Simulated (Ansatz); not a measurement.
HgTe under strain: Field gradients at the nuclei

The cell is a COD entry, relaxed with PBE at fixed cell and then changed (z compressed by 3 %, ions relaxed).

```
Hg Te
1.0
     0.00000    3.22350    3.12679
     3.22350    0.00000    3.12679
     3.22350    3.22350    0.00000
Hg Te
1 1
Direct
  0.00000 0.00000 0.00000
  0.25000 0.25000 0.25000
```

Atom numbers follow the list; atoms alike are taken as one site, whose name carries the number of the first.

Method: Kohn–Sham DFT in Ansatz, PBE, plane waves and PAW, scalar-relativistic, 420 eV cutoff, Γ-centred 13×13×13 k-points, Fermi–Dirac smearing 0.05 eV.

Conventions: |V_zz| ≥ |V_yy| ≥ |V_xx|, η = (V_xx − V_yy)/V_zz, C_Q = eQV_zz/h. ν_Q = 3|C_Q|/[2I(2I − 1)].

²⁰¹Hg: I = 3/2, Q = 387.0 mb. Quadrupole moments are those of Pyykkö's year-2017 table.

```
site  atoms (order as listed)     first shell  C_Q (MHz)     η  ν_Q (MHz)
  Hg                        1  4 Te at 2.76 Å       16.3  0.00       8.16
```

An axis of threefold or higher order runs through Hg, so V_zz lies along it and η is zero.

Te has no stable isotope with a ground-state quadrupole moment in the table, so these sites are left out.

Spin–orbit coupling is left out, which shifts gradients on Hg by a few per cent in wide-gap crystals, and can shift them far more where the calculated gap is small or absent, as here. With a gap of 0.10 eV under a smearing of 0.05 eV the band edges are partly filled, so small gradients can hang on the smearing and the k-mesh. At this changed cell the PBE pressure is 6 GPa.

The relaxation (1 step) took 21 s of wall time (21 s of CPU time) and 0.67 GiB at its peak, on 1 thread of AMD EPYC 9R14 (Zen 4) (x86_64; 16 cores open to the job, memory cap 3.0 GiB, no GPU), a shared host with a load of 0.4 a core.
